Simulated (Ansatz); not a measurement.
**One structure, 3 elements: Zn3O, Zn3S, Zn3Se**

Plane-wave DFT in Ansatz with scalar-relativistic PAW potentials, cutoff 420 eV, Γ-centred meshes chosen by cell and gap, Gaussian smearing with energies taken to zero width. Every cell was relaxed (cell and atoms) in a run of its own, within the symmetry of its start. Functional: PBE.

All members share space group Pm-3m and the same sites; only the element on one set of sites changes (O, S, Se). Members needn't be the stable form of their composition. Energies over the elements, where given, are against the elements' standard states in the same functional (H₂, N₂, O₂ and halogens uncorrected, Hg as a solid). The first member:

Space group Pm-3m (No. 221). a = 3.768 Å, b = 3.768 Å, c = 3.768 Å, α = 90.00°, β = 90.00°, γ = 90.00°
```tsv
atom	site	symmetry	x	y	z
Zn	3c	4/mm.m	0.0000	0.5000	0.5000
O	1a	m-3m	0.0000	0.0000	0.0000
```

Task: How do size, gap and binding change down the group?

Result:
| compound | V (Å³/atom) | a (Å) | energy over elements (eV/atom) |
| --- | --- | --- | --- |
| Zn3O | 13.37 | 3.768 | 0.055 |
| Zn3S | 16.57 | 4.047 | 0.168 |
| Zn3Se | 17.80 | 4.145 | 0.136 |

Over the series the volume grows at each step down the group; all are metallic on the mesh; none is bound against its elements in this structure, and O comes closest.

Spin polarisation was left out, and a magnetic state may lie lower.